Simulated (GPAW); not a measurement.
# Sb in GPAW: notebook

One slab, Sb, is run at these levels: PBE; tasks: single point.

Everything below comes from runs of GPAW 26.7.0. Logs are shortened: lines on timing, memory, paths and dates and some standing lists are left out, and cuts for length are marked. The log counts tension as positive stress, the text compression.

### 1 The cell of the first run

The cell holds a slab with vacuum, 6 atoms: a = 4.469 Å, b = 4.469 Å, c = 24.122 Å, α = 90.00°, β = 90.00°, γ = 120.00°.

The slab is cut from a database's or a generator's crystal, which needn't be the stable form of the element.

### 2 Single point, PBE (the (1 1 1) slab of Sb, cut from the database cell, not relaxed)

run.py reads:

```python
import numpy as np
from ase.dft.bandgap import bandgap
from ase.io import read, write
from gpaw import GPAW, PW

atoms = read('POSCAR')
atoms.pbc = (True, True, False)

calc = GPAW(mode=PW(450),
            xc='PBE',
            kpts={'size': (7, 7, 1), 'gamma': True},
            occupations={'name': 'fermi-dirac', 'width': 0.05},
            nbands=67,
            convergence={'density': 1e-05, 'energy': 1e-05},
            maxiter=150,
            poissonsolver={'dipolelayer': 'xy'},
            txt='gpaw.txt')
atoms.calc = calc
energy = atoms.get_potential_energy()
forces = atoms.get_forces()
calc.write('gs.gpw')
write('result.traj', atoms)
print(f'Energy: {energy:.6f} eV')
print('Forces (eV/A):')
print(forces.round(4))
print('Fermi level:', round(calc.get_fermi_level(), 4), 'eV')
print(f'Gap: {bandgap(calc)[0]:.4f} eV, direct: {bandgap(calc, direct=True)[0]:.4f} eV')

v = calc.get_electrostatic_potential().mean(axis=(0, 1))
z = np.arange(len(v)) * atoms.cell[2, 2] / len(v)
ef = calc.get_fermi_level()
np.savetxt('planar.dat', np.c_[z, v], fmt='%.4f')
below, above = np.interp([1.5, atoms.cell[2, 2] - 1.5], z, v) - ef
print(f'Work functions: bottom {below:.4f} eV, top {above:.4f} eV')
print('Dipole moment:', *calc.get_dipole_moment().round(5), 'e A')
```

POSCAR reads:

```
Sb
1.0
    4.4689148571      0.0000000000      0.0000000000
   -2.2344574285      3.8701937936      0.0000000000
    0.0000000000      0.0000000000     24.1221340000
Sb
6
Direct
    0.6666666667      0.3333333333      0.3109177654
    0.3333333333      0.6666666667      0.3865506613
    0.0000000000      0.0000000000      0.4621835573
    0.6666666667      0.3333333333      0.5378164532
    0.3333333333      0.6666666667      0.6134493492
    0.0000000000      0.0000000000      0.6890822451
```

Potentials or basis: GPAW PAW data sets (gpaw-data 1.2.1), pw.

Run with:

```
> OMP_NUM_THREADS=1 python run.py
```

gpaw.txt:

```text
__  _  _
 | _ |_)|_||  |
 |__||  | ||/\| - 26.7.0

Input parameters:
  mode=PW(ecut=450.00000000000006),
  convergence={'density': 1e-05, 'energy': 1e-05},
  kpts=MonkhorstPack(size=(7, 7, 1), gamma=True),
  maxiter=150,
  nbands=67,
  occupations=Occupations(name='fermi-dirac', width=0.05),
  poissonsolver=PoissonSolver(dipolelayer='xy'),
  xc=XC(name='PBE')

Diagonalizing LCAO Hamiltonian
Converting LCAO to pw mode

       Sb
         Sb

             Sb

       Sb
         Sb

             Sb

Atoms  # Å, Bohr magnetons
|   | symbol |         x |        y |         z |    initial magnetic moments |
|---|--------|-----------|----------|-----------|-----------------------------|
| 0 |     Sb |  2.234457 | 1.290065 |  7.500000 | ( 0.0000,  0.0000,  0.0000) |
| 1 |     Sb | -0.000000 | 2.580129 |  9.324427 | ( 0.0000,  0.0000,  0.0000) |
| 2 |     Sb |  0.000000 | 0.000000 | 11.148854 | ( 0.0000,  0.0000,  0.0000) |
| 3 |     Sb |  2.234457 | 1.290065 | 12.973281 | ( 0.0000,  0.0000,  0.0000) |
| 4 |     Sb | -0.000000 | 2.580129 | 14.797707 | ( 0.0000,  0.0000,  0.0000) |
| 5 |     Sb |  0.000000 | 0.000000 | 16.622134 | ( 0.0000,  0.0000,  0.0000) |

Unit cell  # Å
| periodic |         x |        y |         z |   lengths |     angles |
|----------|-----------|----------|-----------|-----------|------------|
|      yes |  4.468915 | 0.000000 |  0.000000 |  4.468915 |  90.000000 |
|      yes | -2.234457 | 3.870194 |  0.000000 |  4.468915 |  90.000000 |
|       no |  0.000000 | 0.000000 | 24.122134 | 24.122134 | 120.000000 |

Number of symmetries: 6
Symmetry operations  # r_c * U_cc + t_c -> r_c
|   | kind |            matrix            |
|---|------|------------------------------|
| 0 |  σ   |  1, 1, 0,  0,-1, 0,  0, 0, 1 |
| 1 |  E   |  1, 0, 0,  0, 1, 0,  0, 0, 1 |
| 2 |  C3  |  0, 1, 0, -1,-1, 0,  0, 0, 1 |
| 3 |  σ   |  0,-1, 0, -1, 0, 0,  0, 0, 1 |
| 4 |  σ   | -1, 0, 0,  1, 1, 0,  0, 0, 1 |
| 5 |  C3  | -1,-1, 0,  1, 0, 0,  0, 0, 1 |

BZ-sampling:
  Number of BZ points: 49
  Number of IBZ points: 8

  Monkhorst-Pack size: [7, 7, 1]
  Monkhorst-Pack shift: [0, 0, 0]

K-points  # in reciprocal-cell coordinates
|   |                                coordinates |     weight |
|---|--------------------------------------------|------------|
| 0 | (  0.00000000,   0.00000000,   0.00000000) | 0.02040816 |
| 1 | (  0.14285714,   0.00000000,   0.00000000) | 0.12244898 |
| 2 | (  0.28571429,  -0.14285714,   0.00000000) | 0.12244898 |
| 3 | (  0.28571429,   0.00000000,   0.00000000) | 0.12244898 |
| 4 | (  0.42857143,  -0.14285714,   0.00000000) | 0.24489796 |
| 5 | (  0.42857143,   0.00000000,   0.00000000) | 0.12244898 |
| 6 | (  0.42857143,   0.28571429,   0.00000000) | 0.12244898 |
| 7 | (  0.42857143,   0.42857143,   0.00000000) | 0.12244898 |

Plane wave coefficients: 9125
Cutoff: 450.00000000000006 eV

Spin-components: 1 (collinear spins)
Bands:           67
Projectors:      36
Spin-degeneracy: 2
Datatype:        complex128

Parallelization:
  kpt:    1
  domain: 1
  band:   1

Density:
  Valence electrons: 90.0
  Components: 1
  Grid points: [ 24  24 120]
  Charge: 0.0  # |e|

Potential:
  Grid points: [ 24  24 120]

species:
  Sb:
    name:    Antimony
    Z:       51.0
    valence: 15
    core:    36
    charge:  0.0  # [|e|]
    compensation charges:
      type: gauss
      rc: 0.36  # [Å]
      lmax: 2
    cutoffs:
      filter: 2.23  # [Å]
      core: 2.23  # [Å]
    projectors
    | kind |    occ | energy [eV] | rcut [Å] |
    |------|--------|-------------|----------|
    |   5s |  2.000 |     -12.815 |    1.154 |
    |   5p |  3.000 |      -4.830 |    1.233 |
    |   4d | 10.000 |     -33.514 |    1.196 |
    |    s |        |      14.396 |    1.154 |
    |    p |        |      22.381 |    1.233 |
    |    d |        |      -6.303 |    1.196 |

    Using partial waves for Sb as LCAO basis

Reference energy: -1057689.349488  # eV

eigensolver:
  PPCG
  Converge bands: occupied
  niter=2

density mixing:
  MSR1-Mixer
  Pratt-step length: 0.05
  Maximum mixing coefficient: 0.75
  Old densities: 10
  SVD Regularization: 0.005
  Good broyden scale: 1.0
  Trust region scale: 1.0
  Backstep threshold: 4.0
  History deletion threshold: 6.0
  Fourier metric: weight=20.0, sigma=0.015

occupation numbers:
  Fermi-Dirac:
    width: 0.0500  # eV

<gpaw.new.pw.poisson.DipoleLayerPWPoissonSolver object>
xc functional:
  name: PBE with 2 nearest neighbor stencil

convergence criteria:
[... 6 lines left out ...]
|iter     | |      energy | eigst |  dens |
|---------|-|-------------|-------|-------|
|iter:   1| |  -24.800620 | +0.55 |       |
|iter:   2| |  -24.907095 | -1.07 | -1.68 |
|iter:   3| |  -25.109907 | -1.90 | -1.72 |
|iter:   4| |  -33.172803 | -1.21 | -1.79 |
|iter:   5| |  -29.323916 | -0.94 | -1.08 |
|iter:   6| |  -24.930955 | -1.55 | -1.20 |
|iter:   7| |  -25.020129 | -2.84 | -2.07 |
|iter:   8| |  -24.923127 | -2.95 | -1.95 |
|iter:   9| |  -24.919477 | -3.46 | -2.39 |
|iter:  10| |  -24.918856 | -3.79 | -2.71 |
|iter:  11| |  -24.917914 | -4.38 | -2.79 |
|iter:  12| |  -24.917818 | -4.78 | -3.25 |
|iter:  13| |  -24.917848c| -5.80 | -3.76 |
|iter:  14| |  -24.917829c| -6.25 | -3.77 |
|iter:  15| |  -24.917819c| -6.85 | -3.94 |
|iter:  16| |  -24.917819c| -7.41c| -4.68 |
|iter:  17| |  -24.917819c| -8.23c| -5.35c|

Converged in 17 steps
Energy contributions relative to reference atoms: (reference = -1057689.349488)

Energy contributions:
  Kinetic:         -19.754824
  Coulomb:          10.606276
  Zero:              1.209339
  External:          0.000000
  Xc:              -16.977029
  Entropy:          -0.003164
  Spinorbit:         0.000000
  ----------------------------
  Free energy:     -24.919401
  Extrapolated:    -24.917819

dipole moment: (-16.051440, -28.034856, -0.000015)  # |e|*Ang

Fermi level: 0.501
Eigenvalues  # (at kpt = [0.000, 0.000, 0.000])
| band index |      eig [eV] | occ [0-2] |
|------------|---------------|-----------|
|          0 |       -28.756 |     2.000 |
|        ... |               |           |
|         37 |        -1.038 |     2.000 |
|         38 |        -0.913 |     2.000 |
|         39 |        -0.707 |     2.000 |
|         40 |        -0.707 |     2.000 |
|         41 |        -0.417 |     2.000 |
|         42 |        -0.087 |     2.000 |
[... 8 lines left out ...]
|         51 |         2.722 |     0.000 |
|         52 |         3.023 |     0.000 |
|        ... |               |           |
|         66 |         8.116 |     0.000 |

Gap: 0.412 eV
Transition (v -> c):
  (s=0, k=1, n=44, [0.14, 0.00, 0.00]) -> (s=0, k=0, n=45, [0.00, 0.00, 0.00])
Direct/indirect transitions are different
Direct gap: 0.524 eV
Transition at: (s=0, k=1, n=44, [0.14, 0.00, 0.00])
vacuum-level: 4.770  # V
Workfunctions: 4.269, 4.269 eV (top, bottom)

Forces  # eV/Ang
|        x |        y |        z |
|----------|----------|----------|
|  0.00000 | -0.00000 |  1.30149 |  # Sb   0
| -0.00000 |  0.00000 | -1.59351 |  # Sb   1
|  0.00000 |  0.00000 |  1.32764 |  # Sb   2
| -0.00000 |  0.00000 | -1.32718 |  # Sb   3
|  0.00000 |  0.00000 |  1.59369 |  # Sb   4
| -0.00000 |  0.00000 | -1.30166 |  # Sb   5

# Writing to gs.gpw (mode='')
```

Run time: 2.5 min. Hardware: 1 thread of Arm Neoverse V2, shared host; peak memory 0.34 GiB.

Results:

```
Free energy                            : -24.9194 eV
Largest force                          : 1.594 eV/Å
Band gap on the k mesh                 : 0.41 eV, indirect (least direct gap 0.52 eV)
Dipole across the slab                 : 0.00 e·Å
Ionisation potential of the upper face : 4.46 eV
Electron affinity of the upper face    : 4.04 eV
Work function of the upper face        : 4.27 eV
Work function of the lower face        : 4.27 eV
```

Forces on the atoms (eV/Å):
```
Sb   0.000  0.000  1.301
Sb   0.000  0.000 -1.594
Sb   0.000  0.000  1.328
Sb   0.000  0.000 -1.327
Sb   0.000  0.000  1.594
Sb   0.000  0.000 -1.302
```

Levels at points of the mesh, in eV from the valence-band top:
```tsv
k point	band 43	band 44	band 45	band 46	band 47	band 48
(0.00, 0.00, 0.00)	-0.40	-0.40	-0.22	0.41	0.49	0.49
```

Caveat: the Fermi level lies in a gap; spin-orbit coupling is left out, which moves the levels of the heavy elements.

### 3 Single point, PBE (the (1 1 1) slab of Sb, cut from the database cell, not relaxed)

Edit run.py of step 2 so:

```diff
@@ -12,3 +12,3 @@
             occupations={'name': 'fermi-dirac', 'width': 0.05},
-            nbands=67,
+            nbands=77,
             convergence={'density': 1e-05, 'energy': 1e-05},
```

POSCAR reads:

```
Sb
1.0
    4.4689148571      0.0000000000      0.0000000000
   -2.2344574285      3.8701937936      0.0000000000
    0.0000000000      0.0000000000     25.9465610000
Sb
7
Direct
    0.6666666667      0.3333333333      0.2890556479
    0.3333333333      0.6666666667      0.3593704326
    0.0000000000      0.0000000000      0.4296852173
    0.6666666667      0.3333333333      0.5000000020
    0.3333333333      0.6666666667      0.5703147867
    0.0000000000      0.0000000000      0.6406295714
    0.6666666667      0.3333333333      0.7109443561
```

Potentials or basis: GPAW PAW data sets (gpaw-data 1.2.1), pw.

Run with:

```
> OMP_NUM_THREADS=1 python run.py
```

Run time: 3.6 min. Hardware: 1 thread of Arm Neoverse V2, shared host; peak memory 0.38 GiB.

It converged, with:

```
Free energy                     : -28.7192 eV
Largest force                   : 1.043 eV/Å
Band gap on the k mesh          : none (metal or under the smearing width)
Dipole across the slab          : 0.00 e·Å
Work function of the upper face : 4.61 eV
Work function of the lower face : 4.61 eV
```

Forces on the atoms (eV/Å):
```
Sb   0.000  0.000  0.890
Sb   0.000  0.000 -1.043
Sb   0.000  0.000  0.451
Sb   0.000  0.000  0.000
Sb   0.000  0.000 -0.451
Sb   0.000  0.000  1.043
Sb   0.000  0.000 -0.891
```

Levels at points of the mesh, in eV from the Fermi level:
```tsv
k point	band 48	band 49	band 50	band 51	band 52	band 53	band 54	band 55	band 56	band 57
(0.00, 0.00, 0.00)	-0.80	-0.70	-0.70	-0.37	-0.04	-0.04	0.12	0.74	0.85	0.85
```
